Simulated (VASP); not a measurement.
# MoS2 (P6_3/mmc) in VASP: notebook

One crystal, MoS2, is run at these levels: PBE+D3(BJ), PBE, LDA; tasks: relaxation of cell and atoms.

Everything below comes from runs of VASP 6.6.1. Logs are shortened: lines on timing, memory, paths and dates and some standing lists are left out, and cuts for length are marked.

### 1 Starting point

The structure is hexagonal, space group P6_3/mmc (No. 194). Conventional cell: a = 3.149 Å, b = 3.149 Å, c = 12.089 Å, α = 90.00°, β = 90.00°, γ = 120.00°. Mo (site symmetry -6m2) is surrounded by 6 S at 2.40 Å. S (site symmetry 3m) has 3 Mo at 2.40 Å as nearest neighbours.

### 2 Relaxation of cell and atoms, PBE+D3(BJ)

INCAR reads:

```
SYSTEM = MoS2
ALGO = Normal ; EDIFF = 1E-7
EDIFFG = -0.005 ; ENCUT = 600
GGA = PE ; IBRION = 2
ISIF = 3 ; ISMEAR = 0
IVDW = 12 ; KPAR = 2
LASPH = .TRUE. ; LCHARG = .FALSE.
LREAL = .FALSE. ; LWAVE = .FALSE.
NELM = 80 ; NSW = 90
PREC = Accurate ; SIGMA = 0.03
```

KPOINTS reads:

```
k-points
0
G
  12 12 3
  0 0 0
```

POSCAR reads:

```
MoS2                                    
1.0
    3.1487811847      0.0000000000     -0.0000000000
   -1.5743905923      2.7269244969      0.0000000000
    0.0000000000      0.0000000000     12.0885171618
  Mo              S             
     2     4
Direct
     0.3333333332999970    0.6666666667000030    0.2500000000000000
     0.6666666667000030    0.3333333332999970    0.7500000000000000
     0.3333333332999970    0.6666666667000030    0.6205253139512723
     0.6666666667000030    0.3333333332999970    0.1205253139512724
     0.3333333332999970    0.6666666667000030    0.8794746860487277
     0.6666666667000030    0.3333333332999970    0.3794746860487276
```

Potentials or basis: VASP PAW PBE potentials, release 64 (Mo_sv, S).

Started as:

```
$ cat potpaw_PBE.64/Mo_sv/POTCAR potpaw_PBE.64/S/POTCAR > POTCAR
$ mpirun -np 2 vasp_std > vasp.out
```

OUTCAR:

```text
SYSTEM = MoS2
   EDIFF = 1E-7
   EDIFFG = -0.005
   ENCUT = 600
   GGA = PE
   IBRION = 2
   ISIF = 3
   ISMEAR = 0
   IVDW = 12
   LASPH = .TRUE.
   LREAL = .FALSE.
   NELM = 80
   NSW = 90
   PREC = Accurate
 IVDW          = 12

 ion  position               nearest neighbor table
   1  0.333  0.667  0.250-   4 2.40   6 2.40   4 2.40   6 2.40   4 2.40   6 2.40
   2  0.667  0.333  0.750-   3 2.40   5 2.40   3 2.40   5 2.40   3 2.40   5 2.40
   3  0.333  0.667  0.621-   2 2.40   2 2.40   2 2.40
   4  0.667  0.333  0.121-   1 2.40   1 2.40   1 2.40
   5  0.333  0.667  0.879-   2 2.40   2 2.40   2 2.40
   6  0.667  0.333  0.379-   1 2.40   1 2.40   1 2.40

  LATTYP: Found a hexagonal cell.
 ALAT       =     3.1487811847
 C/A-ratio  =     3.8391099453

  Lattice vectors:

 A1 = (   3.1487811847,   0.0000000000,   0.0000000000)
 A2 = (  -1.5743905923,   2.7269244969,   0.0000000000)
 A3 = (   0.0000000000,   0.0000000000,  12.0885171618)

Analysis of symmetry for initial positions (statically):
=====================================================================
 Subroutine PRICEL returns:
 Original cell was already a primitive cell.

 Routine SETGRP: Setting up the symmetry group for a
 hexagonal supercell.

 Subroutine GETGRP returns: Found 24 space group operations
 (whereof 12 operations were pure point group operations)
 out of a pool of 24 trial point group operations.

The static configuration has the point symmetry D_3d.
 The point group associated with its full space group is D_6h.

Analysis of symmetry for dynamics (positions and initial velocities):
=====================================================================
 Subroutine PRICEL returns:
 Original cell was already a primitive cell.

 Routine SETGRP: Setting up the symmetry group for a
 hexagonal supercell.

 Subroutine GETGRP returns: Found 24 space group operations
 (whereof 12 operations were pure point group operations)
 out of a pool of 24 trial point group operations.

The dynamic configuration has the point symmetry D_3d.
 The point group associated with its full space group is D_6h.

 Subroutine INISYM returns: Found 24 space group operations
 (whereof 12 operations are pure point group operations),
 and found     1 'primitive' translations

----------------------------------------------------------------------------------------

                                     Primitive cell

  volume of cell :     103.7979

  direct lattice vectors                    reciprocal lattice vectors
     3.148781185  0.000000000  0.000000000     0.317583198  0.183356745  0.000000000
    -1.574390592  2.726924497  0.000000000     0.000000000  0.366713490  0.000000000
     0.000000000  0.000000000 12.088517162     0.000000000  0.000000000  0.082723132

  length of vectors
     3.148781185  3.148781185 12.088517162     0.366713490  0.366713490  0.082723132

  position of ions in fractional coordinates (direct lattice)
     0.333333333  0.666666667  0.250000000
     0.666666667  0.333333333  0.750000000
     0.333333333  0.666666667  0.620525314
     0.666666667  0.333333333  0.120525314
     0.333333333  0.666666667  0.879474686
     0.666666667  0.333333333  0.379474686

  ion indices of the primitive-cell ions
   primitive index   ion index
                 1           1
                 2           2
                 3           3
                 4           4
                 5           5
                 6           6

----------------------------------------------------------------------------------------

 KPOINTS: k-points

Automatic generation of k-mesh.
 Grid dimensions read from file:
 generate k-points for:   12   12    3

 Generating k-lattice:

  Cartesian coordinates                     Fractional coordinates (reciprocal lattice)
     0.026465267  0.015279729  0.000000000     0.083333333  0.000000000  0.000000000
     0.000000000  0.030559458  0.000000000     0.000000000  0.083333333  0.000000000
     0.000000000  0.000000000  0.027574377     0.000000000  0.000000000  0.333333333

  Length of vectors
     0.030559458  0.030559458  0.027574377

  Shift w.r.t. Gamma in fractional coordinates (k-lattice)
     0.000000000  0.000000000  0.000000000

 Subroutine IBZKPT returns following result:
 ===========================================

 Found     38 irreducible k-points:

 Following reciprocal coordinates:
            Coordinates               Weight
  0.000000  0.000000  0.000000      1.000000
  0.083333  0.000000  0.000000      6.000000
  0.166667  0.000000  0.000000      6.000000
  0.250000  0.000000  0.000000      6.000000
  0.333333  0.000000  0.000000      6.000000
  0.416667  0.000000  0.000000      6.000000
[... 16 lines left out ...]
  0.250000  0.000000  0.333333     12.000000
  0.333333  0.000000  0.333333     12.000000
 [... further k-points ...]
   k-points           NKPTS =     38   k-points in BZ     NKDIM =     38   number of bands    NBANDS=     31
   number of dos      NEDOS =    301   number of ions     NIONS =      6
   total plane-waves  NPLWV =  76832
   dimension x,y,z NGX =    28 NGY =   28 NGZ =   98
   dimension x,y,z NGXF=    56 NGYF=   56 NGZF=  196
   ions per type =               2   4
   NGX,Y,Z   is equivalent  to a cutoff of  14.78, 14.78, 13.48 a.u.
   NGXF,Y,Z  is equivalent  to a cutoff of  29.57, 29.57, 26.95 a.u.
 SYSTEM =  MoS2
   PREC   = accura    normal or accurate (medium, high low for compatibility)
   ISTART =      0    job   : 0-new  1-cont  2-samecut
   ICHARG =      2    charge: 1-file 2-atom 10-const
   ISPIN  =      1    spin polarized calculation?
   LNONCOLLINEAR =      F non collinear calculations
   LSORBIT =      F    spin-orbit coupling
   LASPH  =      T    aspherical Exc in radial PAW
   ENCUT  =  600.0 eV  44.10 Ry    6.64 a.u.   6.29  6.29 24.14*2*pi/ulx,y,z
   NELM   =     80;   NELMIN=  2; NELMDL= -5     # of ELM steps
   EDIFF  = 0.1E-06   stopping-criterion for ELM
   LREAL  =      F    real-space projection
   EDIFFG = -.5E-02   stopping-criterion for IOM
   NSW    =     90    number of steps for IOM
   IBRION =      2    ionic relax: 0-MD 1-quasi-New 2-CG
   NFREE  =      1    steps in history (QN), initial steepest desc. (CG)
   ISIF   =      3    stress and relaxation
   ISYM   =      2    0-nonsym 1-usesym 2-fastsym
   POTIM  = 0.5000    time-step for ionic-motion
   TEBEG  =    0.0;   TEEND  =   0.0 temperature during run
   PSTRESS=    0.0 pullay stress
   NELECT =      52.0000    total number of electrons
   NUPDOWN=      -1.0000    fix difference up-down
   EMIN   =  10.00;   EMAX   =-10.00  energy-range for DOS
   EFERMI =   0.00;   METHOD = LEGACY
   ISMEAR =     0;   SIGMA  =   0.03  broadening in eV -4-tet -1-fermi 0-gaus
   EFERMI_NEDOS =   21; number of points for ismear=-14 and -15
   IALGO  =     38    algorithm
   IMIX   =      4    mixing-type and parameters
     AMIX     =   0.40;   BMIX     =  1.00
     AMIX_MAG =   1.60;   BMIX_MAG =  1.00
  volume/ion in A,a.u.               =      17.30       116.74
  Fermi-wavevector in a.u.,A,eV,Ry     =   1.300209  2.457038 23.001230  1.690543
  Thomas-Fermi vector in A             =   2.431422
   LORBIT       =      0    0 simple, 1 ext, 2 COOP (PROOUT), +10 PAW based schemes
   GGA     = PE    functional components
   LHFCALC =     F    Hartree Fock is set to
   AEXX    =    0.0000 exact exchange contribution
   IVDW    =    12    specifies the selected vdW correction
   LEPSILON=     F    determine dielectric tensor
   LRPA    =     F    only Hartree local field effects (RPA)
 conjugate gradient relaxation of ions
 non-spin polarized calculation
 Gauss-broadening in eV      SIGMA  =   0.03
  energy-cutoff  :      600.00
  volume of cell :      103.80
 maximum number of plane-waves:      3505
 NGX is ok and might be reduce to    28
   NGX = 13   NGY = 13   NGZ = 49

 number of electron      51.9999995 magnetization

 Free energy of the ion-electron system (eV)
  ---------------------------------------------------
  ext. energy  EPLUGINS =         0.00000000
  ---------------------------------------------------
  free energy    TOTEN  =       -43.54547789 eV

  energy without entropy =      -43.54547789  energy(sigma->0) =      -43.54547789

 E-fermi :   8.1202     XC(G=0): -11.0163

 val. band max:        7.9540668321   @ k =   0.0000   0.0000   0.0000
 cond. band min:       8.7544264573   @ k =   0.1667   0.1667   0.0000
 fundamental gap:      0.8003596253
 Fermi energy:         8.1201604152

 k-point     1 :       0.0000    0.0000    0.0000
  band No.  band energies     occupation
      1     -53.5849      2.00000
      2     -53.5849      2.00000
      3     -27.7498      2.00000
      4     -27.7497      2.00000
      5     -27.5078      2.00000
      6     -27.5078      2.00000
[... 23 lines left out ...]
     30      10.0857      0.00000
     31      10.1884      0.00000

 k-point     2 :       0.0833    0.0000    0.0000
  band No.  band energies     occupation
      1     -53.5820      2.00000
      2     -53.5820      2.00000
      3     -27.7442      2.00000
      4     -27.7441      2.00000
      5     -27.5364      2.00000
      6     -27.5364      2.00000
[... 23 lines left out ...]
     30      10.0550      0.00000
     31      10.1319      0.00000

 k-point     3 :       0.1667    0.0000    0.0000
  band No.  band energies     occupation
      1     -53.5741      2.00000
      2     -53.5741      2.00000
      3     -27.7288      2.00000
      4     -27.7287      2.00000
      5     -27.6137      2.00000
      6     -27.6137      2.00000
[... 23 lines left out ...]
     30      10.0242      0.00000
     31      10.0463      0.00000

 k-point     4 :       0.2500    0.0000    0.0000
  band No.  band energies     occupation
      1     -53.5633      2.00000
      2     -53.5633      2.00000
      3     -27.7179      2.00000
      4     -27.7179      2.00000
      5     -27.7077      2.00000
      6     -27.7077      2.00000
[... 23 lines left out ...]
     30      10.0226      0.00000
     31      10.0324      0.00000

 k-point     5 :       0.3333    0.0000    0.0000
  band No.  band energies     occupation
      1     -53.5525      2.00000
      2     -53.5525      2.00000
      3     -27.8205      2.00000
      4     -27.8205      2.00000
      5     -27.6866      2.00000
      6     -27.6865      2.00000
[... 23 lines left out ...]
     30      10.0876      0.00000
     31      10.4075      0.00000
[... 542 lines left out ...]
     30      10.0935      0.00000
     31      10.1280      0.00000

 k-point    22 :       0.1667    0.0000    0.3333
  band No.  band energies     occupation
      1     -53.5741      2.00000
      2     -53.5741      2.00000
      3     -27.7288      2.00000
      4     -27.7287      2.00000
      5     -27.6137      2.00000
      6     -27.6137      2.00000
[... 23 lines left out ...]
     30       9.9594      0.00000
     31      10.0665      0.00000

 k-point    23 :       0.2500    0.0000    0.3333
  band No.  band energies     occupation
      1     -53.5633      2.00000
      2     -53.5633      2.00000
      3     -27.7179      2.00000
      4     -27.7179      2.00000
      5     -27.7077      2.00000
      6     -27.7077      2.00000
[... 23 lines left out ...]
     30       9.6960      0.00000
     31      10.3383      0.00000

 k-point    24 :       0.3333    0.0000    0.3333
  band No.  band energies     occupation
      1     -53.5525      2.00000
      2     -53.5525      2.00000
      3     -27.8205      2.00000
      4     -27.8205      2.00000
      5     -27.6866      2.00000
      6     -27.6866      2.00000
[... 23 lines left out ...]
     30       9.8174      0.00000
     31      10.7021      0.00000

 [... further k-points ...]

------------------------ aborting loop because EDIFF is reached ----------------------------------------

 Edisp (eV)   -2.62633

 E8    (eV) :    -1.0590

  FORCE on cell =-STRESS in cart. coord.  units (eV):
  Direction    XX          YY          ZZ          XY          YZ          ZX
  --------------------------------------------------------------------------------------
  -------------------------------------------------------------------------------------
  Total      -0.00995    -0.00995    -0.01253    -0.00000     0.00000     0.00000
  in kB      -0.15355    -0.15355    -0.19342    -0.00000     0.00000     0.00000
  external pressure =       -0.17 kB  Pullay stress =        0.00 kB

 VOLUME and BASIS-vectors are now :
 -----------------------------------------------------------------------------
  energy-cutoff  :      600.00
  volume of cell :      103.80
      direct lattice vectors                 reciprocal lattice vectors
     3.148781185  0.000000000  0.000000000     0.317583198  0.183356745  0.000000000
    -1.574390592  2.726924497  0.000000000     0.000000000  0.366713490  0.000000000
     0.000000000  0.000000000 12.088517162     0.000000000  0.000000000  0.082723132

 POSITION                                       TOTAL-FORCE (eV/Angst)
 -----------------------------------------------------------------------------------
     -0.00000      1.81795      3.02213        -0.000000      0.000000      0.000000
      1.57439      0.90897      9.06639         0.000000     -0.000000      0.000000
     -0.00000      1.81795      7.50123        -0.000000      0.000000     -0.001953
      1.57439      0.90897      1.45697         0.000000     -0.000000     -0.001953
     -0.00000      1.81795     10.63154        -0.000000      0.000000      0.001953
      1.57439      0.90897      4.58729         0.000000     -0.000000      0.001953
 -----------------------------------------------------------------------------------
    total drift:                               -0.000000      0.000000     -0.000000

  FREE ENERGIE OF THE ION-ELECTRON SYSTEM (eV)
  ---------------------------------------------------
  free  energy   TOTEN  =       -46.1718077955 eV

  energy  without entropy=      -46.1718077955  energy(sigma->0) =      -46.17180780

 reached required accuracy - stopping structural energy minimisation
```

It took 79 s on 2 MPI ranks of Intel Xeon Platinum 8488C (Sapphire Rapids), shared host; peak memory 0.32 GiB.

Results:

```
Free energy                : -46.1718 eV
Pressure after relaxing    : 0.0 GPa
Band gap on the k mesh     : 0.80 eV, indirect (least direct gap 1.71 eV)
Dispersion energy per atom : -0.438 eV
```

Final structure:
```cif
data_structure
_symmetry_space_group_name_H-M 'P 1'
_symmetry_Int_Tables_number 1
_cell_length_a 3.1488
_cell_length_b 3.1488
_cell_length_c 12.0885
_cell_angle_alpha 90.000
_cell_angle_beta 90.000
_cell_angle_gamma 120.000
_cell_volume 103.80
loop_
_atom_site_label
_atom_site_type_symbol
_atom_site_fract_x
_atom_site_fract_y
_atom_site_fract_z
_atom_site_occupancy
Mo1 Mo 0.33333 0.66667 0.25000 1
Mo2 Mo 0.66667 0.33333 0.75000 1
S1 S 0.33333 0.66667 0.62053 1
S2 S 0.66667 0.33333 0.12053 1
S3 S 0.33333 0.66667 0.87947 1
S4 S 0.66667 0.33333 0.37947 1
```

Caveat: the relaxation stopped at its first step, so nothing moved; an odd mesh through Γ misses points on the zone boundary, where band edges often lie.

(Continued in part 2 of 2.)
